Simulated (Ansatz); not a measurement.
Straining Ag

Method: DFT PBE, scalar-relativistic, plane waves, PAW in Ansatz 0.2.0. (420 eV cutoff, 24×24×12 k-mesh, Gaussian smearing of 0.10 eV, no spin polarisation)

Reference structure (relaxed):

```xyz
2
Lattice="2.9346 0.0000 0.0000 -1.4673 2.5414 0.0000 0.0000 0.0000 4.7979" Properties=species:S:1:pos:R:3 pbc="T T T"
Ag    0.0000    1.6943    1.1995
Ag    1.4673    0.8471    3.5984
```

Deformation: biaxial strain in the a-b plane, with the length and tilt of c and the atoms relaxed, all within the symmetry that the strain leaves. Energies are extrapolated to zero smearing. Stress is positive in compression, on the Cartesian axes of the cell above. On this cell's mesh the reference holds a stress of up to 0.22 GPa.

Strains computed: -3.0, -2.0, -1.0, +1.0, +2.0, +3.0 %.

(1) At which strain does the energy stand 1.3 meV/atom over the relaxed crystal with σxx = 1.42, σyy = 1.42, σzz = 0.00 GPa?

Results:

(1) -1.0 %.

This form isn't the element's structure at ambient conditions.